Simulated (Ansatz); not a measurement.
The elements of this relaxed trial crystal are hidden behind letters.

```
lattice vectors (Å)
   1.8924   -2.5422    0.0000
   1.8924    2.5422    0.0000
   0.0000    0.0000    4.3587
fractional positions
X 0.0000 0.5000 0.2169
X 0.5000 0.0000 0.7831
Z 0.0000 0.0000 0.5000
```

Method: DFT PBE, scalar-relativistic, plane waves, PAW in Ansatz. The final run on the 3-atom cell used 420 eV, a Γ-centred 16×16×10 mesh, 0.10 eV smearing and no spin polarisation.

- Space group: C222 (No. 21)
- Conventional cell: a = 3.785 Å, b = 5.084 Å, c = 4.359 Å
- Volume per atom: 13.98 Å³
- Density: 6.08 g/cm³
- Formation energy: +0.03 eV/atom
- Gap on the 16×16×10 mesh of the 3-atom cell: 0 eV (a metal)

Energies are uncorrected and count from the elements' standard states at the same level.

Question: X is a p-block element of period 4 and Z is a p-block element of period 2. Which elements are they?

Answer: X = Ga, Z = N, so the formula is Ga2N. Density times volume gives a mean mass of 6.08 × 13.98/1.6605 = 51.2 u per atom, and this set has 51.2 u. Among the elements that the hints allow, noble gases aside, only these give it. Around Ga lie 2 N at 2.01 Å and 2 Ga at 2.68 Å; N is surrounded by 4 Ga at 2.01 Å.

An odd number of electrons in the primitive cell allows no gap without spin; a larger cell or a magnetic state could open one. A later test with randomly moved atoms came back to the same energy, though modes that don't fit the test's cell weren't probed.
